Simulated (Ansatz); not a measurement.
**Replacing Br in RbBr**

Method: PBE, scalar-relativistic; spin polarisation where moments were expected; PAW, 420 eV, Gaussian smearing of 0.05 eV; code Ansatz.

RbBr was relaxed to zero pressure in the rocksalt structure.

Symmetry: Fm-3m, No. 225, cubic system. Conventional cell: a = 7.018 Å, b = 7.018 Å, c = 7.018 Å, α = 90.00°, β = 90.00°, γ = 90.00°. Rb (site symmetry m-3m) is surrounded by 6 Br at 3.51 Å. Around Br (site symmetry m-3m) lie 6 Rb at 3.51 Å. Neighbours are those within 15 % of a site's shortest distance, so a longer bond may be listed from one end only.

Results for RbBr: a (Å) 7.018, V (Å³/atom) 43.20, shortest unlike bond (Å) 3.51, gap (eV) 4.19, B0 (GPa) 12, E_f (eV/atom) -1.77.

All Br is replaced by Cl and the cell relaxed again in the same space group. What comes out?

RbCl: a (Å) 6.699, V (Å³/atom) 37.58, shortest unlike bond (Å) 3.35, gap (eV) 4.84, B0 (GPa) 14, E_f (eV/atom) -1.99.

The volume changes by −13.0 %, or −4.5 % in mean length, and the shortest unlike bond by -0.16 Å. The bulk modulus goes from 11.8 to 14.2 GPa, as V^−1.3: with like bonding the larger cell is the softer. The formation energy moves by -0.22 eV/atom, so RbCl is the more strongly bound against its own elements. That goes with its larger difference in electronegativity (Pauling: Br 2.96, Cl 3.16, Rb 0.82). For Br, Cl the 1 valence electrons of Rb just fill the anion's shell; these members are gapped.

The gaps are differences of one-electron levels. E_f is the formation energy from the elements run alike, at 0 K, without zero-point energy or any correction for the binding of gas molecules or dispersion between the molecules, chains or layers of the solid elements; it is good to about 0.01 eV/atom as a calculation.

All runs used the PAW datasets of the set soft_2.
